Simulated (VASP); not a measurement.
**CdO (Monteponite): band structure with RPBE**

The system is CdO (Monteponite).

```
Cd O
1.0
     0.00000    2.34950    2.34950
     2.34950    0.00000    2.34950
     2.34950    2.34950    0.00000
Cd O
1 1
Direct
  0.00000 0.00000 0.00000
  0.50000 0.50000 0.50000
```

| Item | Value |
| --- | --- |
| Program | VASP 6.6.1 |
| Task | band structure |
| Functional | RPBE |
| Potentials or basis | VASP PAW PBE potentials, release 64 (Cd, O) |
| Cutoff | 520 eV |
| k mesh | 10 × 10 × 10 |
| Occupations | fermi-dirac, width 0.05 eV |
| Spin | no spin polarisation |
| Further INCAR settings | ALGO = Normal; EDIFF = 1e-06; NBANDS = 16 |

The band gap along the path is none (metal or under the smearing width).

Levels at the corners of the path, in eV from the Fermi level:
```
point  band 5  band 6  band 7  band 8  band 9  band 10  band 11  band 12  band 13  band 14
    Γ   -6.60   -6.60   -1.48   -1.48   -1.48    -0.52    14.93    16.94    16.94    16.94
    X   -6.21   -5.91   -4.45   -2.45   -2.45     3.84     8.49    11.12    13.32    13.32
    X   -6.21   -5.91   -4.45   -2.45   -2.45     3.84     8.49    11.12    13.32    13.32
    W   -6.21   -6.01   -3.13   -3.13   -2.01     5.94     8.88     8.88    10.69    18.69
    W   -6.21   -6.01   -3.13   -3.13   -2.01     5.94     8.88     8.88    10.69    18.69
    K   -6.30   -6.19   -3.54   -3.01   -1.41     5.38     8.55     8.59    12.90    15.62
    K   -6.30   -6.19   -3.54   -3.01   -1.41     5.38     8.55     8.59    12.90    15.62
    Γ   -6.60   -6.60   -1.48   -1.48   -1.48    -0.52    14.93    16.94    16.94    16.94
    Γ   -6.60   -6.60   -1.48   -1.48   -1.48    -0.52    14.93    16.94    16.94    16.94
    L   -6.35   -6.35   -3.96   -0.17   -0.17     4.38     7.24    11.91    11.91    17.69
    L   -6.35   -6.35   -3.96   -0.17   -0.17     4.38     7.24    11.91    11.91    17.69
    U   -6.30   -6.19   -3.54   -3.01   -1.41     5.38     8.55     8.59    12.90    15.62
    U   -6.30   -6.19   -3.54   -3.01   -1.41     5.38     8.55     8.59    12.90    15.62
    W   -6.21   -6.01   -3.13   -3.13   -2.01     5.94     8.88     8.88    10.69    18.69
    W   -6.21   -6.01   -3.13   -3.13   -2.01     5.94     8.88     8.88    10.69    18.69
    L   -6.35   -6.35   -3.96   -0.17   -0.17     4.38     7.24    11.91    11.91    17.69
    L   -6.35   -6.35   -3.96   -0.17   -0.17     4.38     7.24    11.91    11.91    17.69
    K   -6.30   -6.19   -3.54   -3.01   -1.41     5.38     8.55     8.59    12.90    15.62
    U   -6.30   -6.19   -3.54   -3.01   -1.41     5.38     8.55     8.59    12.90    15.62
    X   -6.21   -5.91   -4.45   -2.45   -2.45     3.84     8.49    11.12    13.32    13.32
```

Wall time 110 s on 1 thread of Intel(R) Xeon(R) Platinum 8175M CPU @ 2.50GHz (Skylake/Cascade Lake) (shared host), peak memory 0.19 GiB.

Caveat: the log is that of the step along the path at fixed density, whose energy, stress, charges and moments have no meaning; this crystal is a semiconductor, whose small gap the functional closes, so the metal is an error of the method.
